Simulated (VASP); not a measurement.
Input of a VASP 6.6.1 run:

Contents of INCAR:

```
SYSTEM = SnSe
  PREC = Accurate
  ENCUT = 520
  EDIFF = 1E-6
  ISMEAR = 0
  SIGMA = 0.02
  LREAL = .FALSE.
  LASPH = .TRUE.
  NELM = 150
  ALGO = Normal
  ISIF = 2
  LWAVE = .FALSE.
  LCHARG = .TRUE.
  LNONCOLLINEAR = .TRUE.
  MAGMOM = 0 0 0 0 0 0
  LORBIT = 11
  LSORBIT = .TRUE.
  GGA_COMPAT = .FALSE.
  LORBMOM = .TRUE.
  GGA = PE
  IVDW = 12
  LVHAR = .TRUE.
  NBANDS = 32
```

File KPOINTS:

```
regular mesh
0
G
  10 10 10
  0 0 0
```

POSCAR

```
SnSe
1.0
    0.0000000000      2.9887688240      2.9887688240
    2.9887688240      0.0000000000      2.9887688240
    2.9887688240      2.9887688240      0.0000000000
Sn Se
1 1
Direct
    0.0000000000      0.0000000000      0.0000000000
    0.5000000000      0.5000000000      0.5000000000
```

Potentials or basis: VASP PAW PBE potentials, release 64 (Sn_d, Se).

Run with:

```sh
$ cat potpaw_PBE.64/Sn_d/POTCAR potpaw_PBE.64/Se/POTCAR > POTCAR
$ mpirun -np 1 vasp_ncl > vasp.out
```

Q: What does it give for the net moment?

A: 0.00 μB per cell.

Q: Predict the pressure.

A: -0.1 GPa.

Moments on the atoms (μB; x, y, z):
```
Sn  0.00 0.00 0.00
Se  0.00 0.00 0.00
```
